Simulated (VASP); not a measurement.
# LiF (Griceite) (Fm-3m) in VASP: notebook

Aim: see how the results for LiF (Griceite) move with the level of theory and the settings. Levels: PBE, PBEsol. Tasks: relaxation of the atoms, relaxation of cell and atoms.

All numbers are computed with VASP 6.6.1; they aren't measurements. Logs are shortened: lines on timing, memory, paths and dates and some standing lists are left out, and cuts for length are marked.

### Step 1. Starting point

Symmetry: Fm-3m, No. 225, cubic system. The conventional cell has a = 4.028 Å, b = 4.028 Å, c = 4.028 Å, α = 90.00°, β = 90.00°, γ = 90.00°. Li (site symmetry m-3m) has 6 F at 2.01 Å as nearest neighbours. F (site symmetry m-3m) is surrounded by 6 Li at 2.01 Å.

### Step 2. Relaxation of the atoms, PBE (a relaxed cell with its volume scaled by 1.06)

INCAR

```
SYSTEM = LiF
PREC = Accurate
ENCUT = 300
EDIFF = 1E-7
ISMEAR = 0
SIGMA = 0.03
LREAL = .FALSE.
LASPH = .TRUE.
NELM = 80
ALGO = Fast
ISIF = 2
LWAVE = .FALSE.
LCHARG = .FALSE.
GGA = PE
IBRION = 2
NSW = 40
EDIFFG = -0.01
```

KPOINTS

```
Automatic mesh
0
G
  6 6 6
  0 0 0
```

POSCAR

```
LiF                                     
1.0
    0.0000000000      1.9853302259      1.9853302259
    1.9853302259      0.0000000000      1.9853302259
    1.9853302259      1.9853302259      0.0000000000
  Li              F             
     1     1
Direct
     0.0000000000000000    0.0000000000000000    0.0000000000000000
     0.5000000000000000    0.5000000000000000    0.5000000000000000
```

Potentials or basis: VASP PAW PBE potentials, release 64 (Li_sv, F_s).

Started as:

```console
cat potpaw_PBE.64/Li_sv/POTCAR potpaw_PBE.64/F_s/POTCAR > POTCAR
mpirun -np 1 vasp_std > vasp.out
```

OUTCAR:

```text
SYSTEM = LiF
   PREC = Accurate
   ENCUT = 300
   EDIFF = 1E-7
   ISMEAR = 0
   LREAL = .FALSE.
   LASPH = .TRUE.
   NELM = 80
   ISIF = 2
   GGA = PE
   IBRION = 2
   NSW = 40
   EDIFFG = -0.01

 ion  position               nearest neighbor table
   1  0.000  0.000  0.000-   2 1.99   2 1.99   2 1.99   2 1.99   2 1.99   2 1.99
   2  0.500  0.500  0.500-   1 1.99   1 1.99   1 1.99   1 1.99   1 1.99   1 1.99

  LATTYP: Found a face centered cubic cell.
 ALAT       =     3.9706604518

  Lattice vectors:

 A1 = (   0.0000000000,   1.9853302259,   1.9853302259)
 A2 = (   1.9853302259,   0.0000000000,   1.9853302259)
 A3 = (   1.9853302259,   1.9853302259,   0.0000000000)

Analysis of symmetry for initial positions (statically):
=====================================================================
 Subroutine PRICEL returns:
 Original cell was already a primitive cell.

 Routine SETGRP: Setting up the symmetry group for a
 face centered cubic supercell.

 Subroutine GETGRP returns: Found 48 space group operations
 (whereof 48 operations were pure point group operations)
 out of a pool of 48 trial point group operations.

The static configuration has the point symmetry O_h .

Analysis of symmetry for dynamics (positions and initial velocities):
=====================================================================
 Subroutine PRICEL returns:
 Original cell was already a primitive cell.

 Routine SETGRP: Setting up the symmetry group for a
 face centered cubic supercell.

 Subroutine GETGRP returns: Found 48 space group operations
 (whereof 48 operations were pure point group operations)
 out of a pool of 48 trial point group operations.

The dynamic configuration has the point symmetry O_h .

 Subroutine INISYM returns: Found 48 space group operations
 (whereof 48 operations are pure point group operations),
 and found     1 'primitive' translations

----------------------------------------------------------------------------------------

                                     Primitive cell

  volume of cell :      15.6505

  direct lattice vectors                    reciprocal lattice vectors
     0.000000000  1.985330226  1.985330226    -0.251847271  0.251847271  0.251847271
[... 81 lines left out ...]
   IBRION =      2    ionic relax: 0-MD 1-quasi-New 2-CG
   NFREE  =      1    steps in history (QN), initial steepest desc. (CG)
   ISIF   =      2    stress and relaxation
   ISYM   =      2    0-nonsym 1-usesym 2-fastsym
   POTIM  = 0.5000    time-step for ionic-motion
   TEBEG  =    0.0;   TEEND  =   0.0 temperature during run
   PSTRESS=    0.0 pullay stress
   NELECT =      10.0000    total number of electrons
   NUPDOWN=      -1.0000    fix difference up-down
   EMIN   =  10.00;   EMAX   =-10.00  energy-range for DOS
   EFERMI =   0.00;   METHOD = LEGACY
   ISMEAR =     0;   SIGMA  =   0.03  broadening in eV -4-tet -1-fermi 0-gaus
   EFERMI_NEDOS =   21; number of points for ismear=-14 and -15
   IALGO  =     68    algorithm
   IMIX   =      4    mixing-type and parameters
     AMIX     =   0.40;   BMIX     =  1.00
     AMIX_MAG =   1.60;   BMIX_MAG =  1.00
  volume/ion in A,a.u.               =       7.83        52.81
  Fermi-wavevector in a.u.,A,eV,Ry     =   1.410042  2.664593 27.051358  1.988219
  Thomas-Fermi vector in A             =   2.532036
   LORBIT       =      0    0 simple, 1 ext, 2 COOP (PROOUT), +10 PAW based schemes
   GGA     = PE    functional components
   LHFCALC =     F    Hartree Fock is set to
   AEXX    =    0.0000 exact exchange contribution
   IVDW    =     0    specifies the selected vdW correction
   LEPSILON=     F    determine dielectric tensor
   LRPA    =     F    only Hartree local field effects (RPA)
 conjugate gradient relaxation of ions
 non-spin polarized calculation
 RMM-DIIS sequential band-by-band and
 Gauss-broadening in eV      SIGMA  =   0.03
  energy-cutoff  :      300.00
  volume of cell :       15.65
 maximum number of plane-waves:       194
   NGX =  7   NGY =  7   NGZ =  7

 number of electron      10.0000013 magnetization

 Free energy of the ion-electron system (eV)
  ---------------------------------------------------
  ext. energy  EPLUGINS =         0.00000000
  ---------------------------------------------------
  free energy    TOTEN  =       -10.12058284 eV

  energy without entropy =      -10.12058284  energy(sigma->0) =      -10.12058284

 E-fermi :  -0.1599     XC(G=0): -10.1950

 val. band max:       -0.3318890718   @ k =   0.0000   0.0000   0.0000
 cond. band min:      10.5644133463   @ k =   0.5000   0.0000   0.0000
 fundamental gap:     10.8963024181
 Fermi energy:        -0.1598746697

 k-point     1 :       0.0000    0.0000    0.0000
  band No.  band energies     occupation
      1     -41.8056      2.00000
      2     -20.3368      2.00000
      3      -0.3319      2.00000
      4      -0.3319      2.00000
      5      -0.3319      2.00000
      6      10.6259      0.00000
      7      24.0862      0.00000
      8      24.3464      0.00000
      9      24.3775      0.00000
[... 169 lines left out ...]
 k-point    16 :      -0.3333    0.5000    0.1667
  band No.  band energies     occupation
      1     -41.7261      2.00000
      2     -19.6663      2.00000
      3      -3.0861      2.00000
      4      -2.0158      2.00000
      5      -1.1691      2.00000
      6      14.8525      0.00000
      7      15.3195      0.00000
      8      17.8332      0.00000
      9      22.2857      0.00000

------------------------ aborting loop because EDIFF is reached ----------------------------------------

  FORCE on cell =-STRESS in cart. coord.  units (eV):
  Direction    XX          YY          ZZ          XY          YZ          ZX
  --------------------------------------------------------------------------------------
  -------------------------------------------------------------------------------------
  Total       -0.5394637     -0.5394637     -0.5394637      0.0000000     -0.0000000      0.0000000
  in kB      -55.2261268    -55.2261268    -55.2261268      0.0000000     -0.0000000      0.0000000
  external PRESSURE =     -55.2261268 kB  Pullay stress =       0.0000000 kB

 VOLUME and BASIS-vectors are now :
 -----------------------------------------------------------------------------
  energy-cutoff  :      300.00
  volume of cell :       15.65
      direct lattice vectors                 reciprocal lattice vectors
     0.000000000  1.985330226  1.985330226    -0.251847271  0.251847271  0.251847271
     1.985330226  0.000000000  1.985330226     0.251847271 -0.251847271  0.251847271
     1.985330226  1.985330226  0.000000000     0.251847271  0.251847271 -0.251847271

 POSITION                                       TOTAL-FORCE (eV/Angst)
 -----------------------------------------------------------------------------------
      0.00000      0.00000      0.00000         0.000000      0.000000      0.000000
      1.98533      1.98533      1.98533        -0.000000     -0.000000     -0.000000
 -----------------------------------------------------------------------------------
    total drift:                                0.000000      0.000000      0.000000

  FREE ENERGIE OF THE ION-ELECTRON SYSTEM (eV)
  ---------------------------------------------------
  free  energy   TOTEN  =       -10.1205828363 eV

  energy  without entropy=      -10.1205828363  energy(sigma->0) =      -10.12058284

 reached required accuracy - stopping structural energy minimisation
```

OSZICAR:

```text
N       E                     dE             d eps       ncg     rms          rms(c)
DAV:   1     0.218648113836E+02    0.21865E+02   -0.40361E+03   305   0.774E+02
DAV:   2    -0.102750549634E+02   -0.32140E+02   -0.32010E+02   297   0.188E+02
DAV:   3    -0.107126146073E+02   -0.43756E+00   -0.43691E+00   347   0.214E+01
[... 14 lines left out ...]
RMM:  18    -0.101205829447E+02   -0.11580E-05   -0.11531E-06   261   0.824E-03    0.740E-04
RMM:  19    -0.101205826213E+02    0.32341E-06   -0.43989E-07   233   0.446E-03    0.742E-04
RMM:  20    -0.101205829309E+02   -0.30959E-06   -0.13406E-07   228   0.345E-03    0.376E-04
RMM:  21    -0.101205828256E+02    0.10535E-06   -0.11197E-07   176   0.225E-03    0.105E-04
RMM:  22    -0.101205828363E+02   -0.10693E-07    0.19529E-08   137   0.161E-03
   1 F= -.10120583E+02 E0= -.10120583E+02  d E =-.101206E+02
```

Wall time 4.4 s (1 thread of Intel Xeon Platinum 8375C at 2.90GHz (Ice Lake), shared host); peak memory 0.11 GiB.

The run converged, but a check on its numbers failed (symmetry, net force, bounds or a known fault of this set-up), so they aren't taken as properties of the crystal.

Caveat: the k mesh is coarse (spacing up to 0.46 Å⁻¹), so the values aren't converged; the cutoff lies under the usual one of these potentials, so the numbers hold a large basis-set error; the relaxation stopped at its first step, so nothing moved.

### Step 3. Relaxation of cell and atoms, PBEsol

INCAR

```
PREC = Accurate
ENCUT = 600
EDIFF = 1E-6
ISMEAR = 0
SIGMA = 0.03
LREAL = F
LASPH = T
NELM = 80
ALGO = Normal
ISIF = 3
LWAVE = F
LCHARG = F
GGA = PS
IBRION = 2
NSW = 90
EDIFFG = -0.01
```

KPOINTS

```
Automatic mesh
0
Gamma
  12 12 12
```

POSCAR

```
LiF
1.0
    0.0000000000      2.0140000000      2.0140000000
    2.0140000000      0.0000000000      2.0140000000
    2.0140000000      2.0140000000      0.0000000000
Li F
1 1
Direct
    0.0000000000      0.0000000000      0.0000000000
    0.5000000000      0.5000000000      0.5000000000
```

Potentials or basis: VASP PAW PBE potentials, release 64 (Li_sv, F).

Started as:

```console
cat potpaw_PBE.64/Li_sv/POTCAR potpaw_PBE.64/F/POTCAR > POTCAR
mpirun -np 1 vasp_std > vasp.out
```

Wall time 8.8 s (1 thread of Intel Xeon 6975P-C (Granite Rapids), shared host); peak memory 0.13 GiB.

Results (log left out):

| Item | Value |
| --- | --- |
| Free energy | -9.8568 eV |
| Relaxed volume | 7.98 Å³/atom |
| Relaxed cell | a = 2.826 Å, b = 2.826 Å, c = 2.826 Å, α = 60.00°, β = 60.00°, γ = 60.00° |
| Space group after relaxing (to 0.05 Å) | Fm-3m (No. 225) |
| Energy gained by relaxing | 0.9 meV/atom |
| Ionic steps | 4 |
| Pressure after relaxing | 0.0 GPa |
| Band gap on the k mesh | 9.12 eV, direct |

The path:
```tsv
step	energy change (eV)	largest force (eV/Å)	pressure (GPa)	volume (Å³)
1	0.0000	0.0000	-1.55	16.34
2	-0.0014	0.0000	-0.80	16.15
3	-0.0018	0.0000	-0.20	16.01
4	-0.0019	0.0000	0.03	15.96
```

Final structure:
```
Li F
1.0
     0.00000    1.99848    1.99848
     1.99848    0.00000    1.99848
     1.99848    1.99848    0.00000
Li F
1 1
Direct
  0.00000 0.00000 0.00000
  0.50000 0.50000 0.50000
```

Levels at points of the mesh, in eV from the valence-band top:
```tsv
k point	band 2	band 3	band 4	band 5	band 6	band 7	band 8	band 9
(0.00, 0.00, 0.00)	-19.93	0.00	0.00	0.00	9.12	24.13	24.13	24.13
(0.50, 0.00, 0.00)	-19.47	-2.63	-0.24	-0.24	10.69	16.83	18.92	18.92
(0.50, 0.50, 0.00)	-19.18	-3.16	-1.05	-1.05	14.85	16.30	17.61	20.35
```

Caveat: the cutoff is under 1.25 times the usual one of these potentials, so pressure, stress and relaxed cells hold a basis-set (Pulay) error; the PAW data sets were made with another functional, which shifts forces and pressure a little.

### Step 4. Relaxation of cell and atoms, PBEsol

This run uses another cell than the first one, of 7.98 Å³/atom, 0.977 times its volume.

INCAR: that of step 3 with these lines changed.

```diff
@@ -2,3 +2,3 @@
 ENCUT = 600
-EDIFF = 1E-6
+EDIFF = 1E-7
 ISMEAR = 0
@@ -15,2 +15,2 @@
 NSW = 90
-EDIFFG = -0.01
+EDIFFG = -0.005
```

KPOINTS is that of step 3.

POSCAR

```
LiF                                     
1.0
    0.0000000000      1.9984797588      1.9984797588
    1.9984797588     -0.0000000000      1.9984797588
    1.9984797588      1.9984797588      0.0000000000
  Li              F             
     1     1
Direct
     0.0000000000000000    1.0000000000000000    0.0000000000000000
     0.5000000000000000    0.5000000000000000    0.5000000000000000
```

Potentials or basis: VASP PAW PBE potentials, release 64 (Li_sv, F).

Started as:

```console
cat potpaw_PBE.64/Li_sv/POTCAR potpaw_PBE.64/F/POTCAR > POTCAR
mpirun -np 1 vasp_std > vasp.out
```

OUTCAR:

```text
PREC = Accurate
   ENCUT = 600
   EDIFF = 1E-7
   ISMEAR = 0
   LREAL = F
   LASPH = T
   NELM = 80
   ISIF = 3
   GGA = PS
   IBRION = 2
   NSW = 90
   EDIFFG = -0.005

 ion  position               nearest neighbor table
   1  0.000  0.000  0.000-   2 2.00   2 2.00   2 2.00   2 2.00   2 2.00   2 2.00
   2  0.500  0.500  0.500-   1 2.00   1 2.00   1 2.00   1 2.00   1 2.00   1 2.00

  LATTYP: Found a face centered cubic cell.
 ALAT       =     3.9969595176

  Lattice vectors:

 A1 = (   0.0000000000,   1.9984797588,   1.9984797588)
 A2 = (   1.9984797588,   0.0000000000,   1.9984797588)
 A3 = (   1.9984797588,   1.9984797588,   0.0000000000)

Analysis of symmetry for initial positions (statically):
=====================================================================
 Subroutine PRICEL returns:
 Original cell was already a primitive cell.

 Routine SETGRP: Setting up the symmetry group for a
 face centered cubic supercell.

 Subroutine GETGRP returns: Found 48 space group operations
 (whereof 48 operations were pure point group operations)
 out of a pool of 48 trial point group operations.

The static configuration has the point symmetry O_h .

Analysis of symmetry for dynamics (positions and initial velocities):
=====================================================================
 Subroutine PRICEL returns:
 Original cell was already a primitive cell.

 Routine SETGRP: Setting up the symmetry group for a
 face centered cubic supercell.

 Subroutine GETGRP returns: Found 48 space group operations
 (whereof 48 operations were pure point group operations)
 out of a pool of 48 trial point group operations.

The dynamic configuration has the point symmetry O_h .

 Subroutine INISYM returns: Found 48 space group operations
 (whereof 48 operations are pure point group operations),
 and found     1 'primitive' translations

----------------------------------------------------------------------------------------

                                     Primitive cell

  volume of cell :      15.9635
[... 113 lines left out ...]
   LORBIT       =      0    0 simple, 1 ext, 2 COOP (PROOUT), +10 PAW based schemes
   GGA     = PS    functional components
   LHFCALC =     F    Hartree Fock is set to
   AEXX    =    0.0000 exact exchange contribution
   IVDW    =     0    specifies the selected vdW correction
   LEPSILON=     F    determine dielectric tensor
   LRPA    =     F    only Hartree local field effects (RPA)
 conjugate gradient relaxation of ions
 non-spin polarized calculation
 Gauss-broadening in eV      SIGMA  =   0.03
  energy-cutoff  :      600.00
  volume of cell :       15.96
 maximum number of plane-waves:       547
   NGX = 11   NGY = 11   NGZ = 11

 number of electron      10.0000000 magnetization

 number of electron       9.9999996 magnetization

 Free energy of the ion-electron system (eV)
  ---------------------------------------------------
  ext. energy  EPLUGINS =         0.00000000
  ---------------------------------------------------
  free energy    TOTEN  =        -9.85491060 eV

  energy without entropy =       -9.85491060  energy(sigma->0) =       -9.85491060

 E-fermi :  -0.6912     XC(G=0): -10.3190

 val. band max:       -0.9695193479   @ k =   0.0000   0.0000   0.0000
 cond. band min:       8.1544821614   @ k =   0.0000   0.0000   0.0000
 fundamental gap:      9.1240015093
 Fermi energy:        -0.6911583250

 k-point     1 :       0.0000    0.0000    0.0000
  band No.  band energies     occupation
      1     -41.1247      2.00000
      2     -20.8983      2.00000
      3      -0.9695      2.00000
      4      -0.9695      2.00000
      5      -0.9695      2.00000
      6       8.1545      0.00000
      7      23.1562      0.00000
      8      23.1567      0.00000
      9      23.1788      0.00000
[... 265 lines left out ...]
 k-point    24 :      -0.4167    0.1667    0.0000
  band No.  band energies     occupation
      1     -41.0483      2.00000
      2     -20.3635      2.00000
      3      -3.4560      2.00000
      4      -1.9451      2.00000
      5      -1.3383      2.00000
      6      10.8329      0.00000
      7      15.0582      0.00000
      8      18.2131      0.00000
      9      18.2294      0.00000

 [... further k-points ...]
[... 5 lines left out ...]
  --------------------------------------------------------------------------------------
  -------------------------------------------------------------------------------------
  Total        0.0084141      0.0084141      0.0084141      0.0000000      0.0000000     -0.0000000
  in kB        0.8444751      0.8444751      0.8444751      0.0000000      0.0000000     -0.0000000
  external PRESSURE =       0.8444751 kB  Pullay stress =       0.0000000 kB

 VOLUME and BASIS-vectors are now :
 -----------------------------------------------------------------------------
  energy-cutoff  :      600.00
  volume of cell :       15.96
      direct lattice vectors                 reciprocal lattice vectors
     0.000000000  1.998479759  1.998479759    -0.250190175  0.250190175  0.250190175
     1.998479759  0.000000000  1.998479759     0.250190175 -0.250190175  0.250190175
     1.998479759  1.998479759  0.000000000     0.250190175  0.250190175 -0.250190175

 POSITION                                       TOTAL-FORCE (eV/Angst)
 -----------------------------------------------------------------------------------
      0.00000      0.00000      0.00000        -0.000000     -0.000000     -0.000000
      1.99848      1.99848      1.99848         0.000000      0.000000      0.000000
 -----------------------------------------------------------------------------------
    total drift:                               -0.000000     -0.000000      0.000000

  FREE ENERGIE OF THE ION-ELECTRON SYSTEM (eV)
  ---------------------------------------------------
  free  energy   TOTEN  =        -9.8549106018 eV

  energy  without entropy=       -9.8549106018  energy(sigma->0) =       -9.85491060

 reached required accuracy - stopping structural energy minimisation
```

OSZICAR:

```text
N       E                     dE             d eps       ncg     rms          rms(c)
DAV:   1     0.338216912729E+02    0.33822E+02   -0.61908E+03  1352   0.125E+03
DAV:   2    -0.923562717640E+01   -0.43057E+02   -0.42562E+02  1455   0.219E+02
DAV:   3    -0.102674230672E+02   -0.10318E+01   -0.10301E+01  1675   0.324E+01
DAV:   4    -0.102792384712E+02   -0.11815E-01   -0.11811E-01  1723   0.346E+00
DAV:   5    -0.102793055134E+02   -0.67042E-04   -0.67042E-04  1678   0.193E-01    0.406E+00
DAV:   6    -0.985473408780E+01    0.42457E+00   -0.22171E+00  1322   0.117E+01    0.140E+00
DAV:   7    -0.985258486383E+01    0.21492E-02   -0.16620E-02  1810   0.150E+00    0.834E-01
DAV:   8    -0.985480022239E+01   -0.22154E-02   -0.12618E-02  1834   0.158E+00    0.946E-02
DAV:   9    -0.985487365400E+01   -0.73432E-04   -0.88590E-04  1413   0.336E-01    0.416E-02
DAV:  10    -0.985490986459E+01   -0.36211E-04   -0.11877E-04  1504   0.105E-01    0.485E-03
DAV:  11    -0.985491052046E+01   -0.65586E-06   -0.20426E-06  1725   0.191E-02    0.188E-03
DAV:  12    -0.985491062551E+01   -0.10505E-06   -0.45762E-07  1487   0.780E-03    0.866E-04
DAV:  13    -0.985491060177E+01    0.23734E-07   -0.51730E-08   823   0.245E-03
   1 F= -.98549106E+01 E0= -.98549106E+01  d E =-.985491E+01
```

It took 4.5 s on 1 thread of Intel Xeon 6975P-C (Granite Rapids), shared host; peak memory 0.14 GiB.

Results:

| Quantity | Value |
| --- | --- |
| Free energy | -9.8549 eV |
| Pressure after relaxing | 0.1 GPa |
| Band gap on the k mesh | 9.12 eV, direct |

Final structure:
```
CELL_PARAMETERS angstrom
0.00000 1.99848 1.99848
1.99848 0.00000 1.99848
1.99848 1.99848 0.00000
ATOMIC_POSITIONS crystal
Li 0.00000 0.00000 0.00000
F 0.50000 0.50000 0.50000
```

Caveat: the cutoff is under 1.25 times the usual one of these potentials, so pressure, stress and relaxed cells hold a basis-set (Pulay) error; the relaxation stopped at its first step, so nothing moved; the PAW data sets were made with another functional, which shifts forces and pressure a little.
